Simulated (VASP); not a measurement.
The system is TiSe2.

```xyz
3
Lattice="3.5360 0.0000 0.0000 -1.7680 3.0623 0.0000 0.0000 0.0000 6.0040" Properties=species:S:1:pos:R:3 pbc="T T T"
Ti    0.0000    0.0000    0.0000
Se    0.0000    2.0415    1.5322
Se    1.7680    1.0208    4.4718
```

| Property | Result |
| --- | --- |
| Program | VASP 6.6.1 |
| Task | relaxation of cell and atoms |
| Functional | LDA |
| Potentials or basis | VASP PAW LDA potentials, release 64 (Ti_sv, Se) |
| Cutoff | 600 eV |
| k mesh | 12 × 12 × 6 |
| Occupations | methfessel-paxton, width 0.1 eV |
| Spin | no spin polarisation |

At the start: pressure -4.5 GPa; volume 21.67 Å³/atom.

Problem. How do energy, volume and symmetry change on relaxing?

Solution. Over 11 steps the energy falls by 22.8 meV/atom and the volume is 19.82 Å³/atom (-8.6 %); space group P-3m1 (No. 164, to 0.05 Å).

Step by step:
| step | energy change (eV) | largest force (eV/Å) | pressure (GPa) | volume (Å³) |
| --- | --- | --- | --- | --- |
| 1 | 0.0000 | 0.2554 | -4.53 | 65.01 |
| 2 | -0.0097 | 0.8432 | 4.42 | 59.42 |
| 3 | -0.0476 | 0.2952 | -0.20 | 61.96 |
| 4 | -0.0555 | 0.2094 | -0.18 | 61.48 |
| 5 | -0.0604 | 0.0191 | -0.14 | 60.45 |
| 6 | -0.0608 | 0.0610 | -0.14 | 60.67 |
| 7 | -0.0636 | 0.0639 | -0.01 | 60.32 |
| 8 | -0.0678 | 0.0649 | 0.50 | 59.28 |
| 9 | -0.0666 | 0.1282 | -0.87 | 59.76 |
| 10 | -0.0684 | 0.0062 | -0.02 | 59.45 |
| 11 | -0.0684 | 0.0050 | 0.01 | 59.45 |

Final structure:
```
CELL_PARAMETERS angstrom
3.44010 0.00000 0.00000
-1.72005 2.97922 0.00000
0.00000 0.00000 5.80074
ATOMIC_POSITIONS crystal
Ti 0.00000 0.00000 0.00000
Se 0.33333 0.66667 0.26560
Se 0.66667 0.33333 0.73440
```
